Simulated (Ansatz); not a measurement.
Theory: DFT PBE, scalar-relativistic, plane waves, PAW (Ansatz 0.2.0). Settings: cutoff 420 eV, Γ-centred meshes spaced at most about 0.3 Å⁻¹, and about 0.25 Å⁻¹ or finer for metals (2π included), Gaussian smearing. No spin polarisation.

All energies are static (0 K, no zero-point motion).

Two forms of Mg5Te were relaxed alike.

A.

```yaml
crystal:
  lattice:
    - [2.78343, 1.60701, 5.32038]
    - [-2.78343, 1.60701, 5.32038]
    - [0.00000, -3.21402, 5.32038]
  atoms:
    - { symbol: Mg, position: [0.66917, 0.33082, 0.00000] }
    - { symbol: Mg, position: [0.33082, 0.00000, 0.66917] }
    - { symbol: Mg, position: [0.00000, 0.66917, 0.33082] }
    - { symbol: Mg, position: [0.17120, 0.17120, 0.17120] }
    - { symbol: Mg, position: [0.82880, 0.82880, 0.82880] }
    - { symbol: Te, position: [0.50000, 0.50000, 0.50000] }
```

B.

```yaml
crystal:
  lattice:
    - [6.08668, 0.00000, 0.00000]
    - [-3.04334, 5.27122, 0.00000]
    - [0.00000, 0.00000, 5.03309]
  atoms:
    - { symbol: Mg, position: [0.49746, 0.50254, 0.50000] }
    - { symbol: Mg, position: [0.49746, 0.99492, 0.50000] }
    - { symbol: Mg, position: [0.00508, 0.50254, 0.50000] }
    - { symbol: Mg, position: [0.33333, 0.66667, 0.00000] }
    - { symbol: Mg, position: [0.00000, 0.00000, 0.00000] }
    - { symbol: Te, position: [0.66667, 0.33333, 0.00000] }
```

Question: Which would you expect to be lower, and how large is the difference?

Answer: A is lower, by 196 meV/atom. A has Mg and Te ordered on hcp sites, space group R32 (No. 155), 23.8 Å³/atom and no gap on its mesh; B has space group P-6m2 (No. 187), 26.9 Å³/atom and no gap. Counting Mg atoms around Te (those within 1.25 times the shortest such distance or 1.15 times the sum of covalent radii; a plus sign parts nearer from farther groups), A has Te 12 and B has Te 6+6. The denser one is the lower, and pressure would at first widen the difference. Origin: A, reached from a Materials Project cell; B, invented.

Spin–orbit coupling, which can matter for Te, is left out. Cells relaxed within their symmetry can be saddle points.
